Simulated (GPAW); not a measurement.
Here is a GPAW 26.7.0 calculation.

The input run.py:

```python
from ase.calculators.mixing import SumCalculator
from ase.eos import EquationOfState
from ase.io import Trajectory, read
from ase.units import GPa
from dftd3.ase import DFTD3
from gpaw import GPAW, PW

atoms = read('POSCAR')

traj = Trajectory('eos.traj', 'w')
volumes, energies = [], []
for x in [0.94, 0.96, 0.98, 1.0, 1.02, 1.04, 1.06]:
    a = atoms.copy()
    a.set_cell(atoms.cell * x**(1 / 3), scale_atoms=True)
    calc = GPAW(mode=PW(800),
                xc='RPBE',
                kpts={'size': (8, 8, 8), 'gamma': True},
                occupations={'name': 'fermi-dirac', 'width': 0.05},
                nbands=18,
                convergence={'density': 1e-05, 'energy': 1e-05},
                maxiter=150,
                txt=f'eos-{x:.2f}.txt')
    a.calc = SumCalculator([calc, DFTD3(method='rpbe', damping='d3zero')])
    energies.append(a.get_potential_energy())
    volumes.append(a.get_volume())
    p = -a.get_stress()[:3].mean() / GPa
    calc.write(f'eos-{x:.2f}.gpw')
    traj.write(a)
    print(f'{x:.2f} {volumes[-1]:10.4f} A^3 {energies[-1]:14.6f} eV {p:9.3f} GPa', flush=True)

v0, e0, B = EquationOfState(volumes, energies, eos='birchmurnaghan').fit()
print(f'V0 = {v0:.4f} A^3, E0 = {e0:.6f} eV, B0 = {B / GPa:.2f} GPa')
```

File POSCAR:

```
CdO
1.0
    0.0000000000      2.3495000000      2.3495000000
    2.3495000000      0.0000000000      2.3495000000
    2.3495000000      2.3495000000      0.0000000000
Cd O
1 1
Direct
    0.0000000000      0.0000000000      0.0000000000
    0.5000000000      0.5000000000      0.5000000000
```

Potentials or basis: the program's PAW data sets (release 1.2.1) made for this functional, pw.

Command:

```console
$ OMP_NUM_THREADS=1 python run.py
```

(1) What does it give for the equilibrium volume?

(2) What does it give for the bulk modulus?

Results:

(1) 13.87 Å³/atom (rough: see the caveat).

(2) 114 GPa (rough).

Caveat: the minimum lies outside the volumes run.
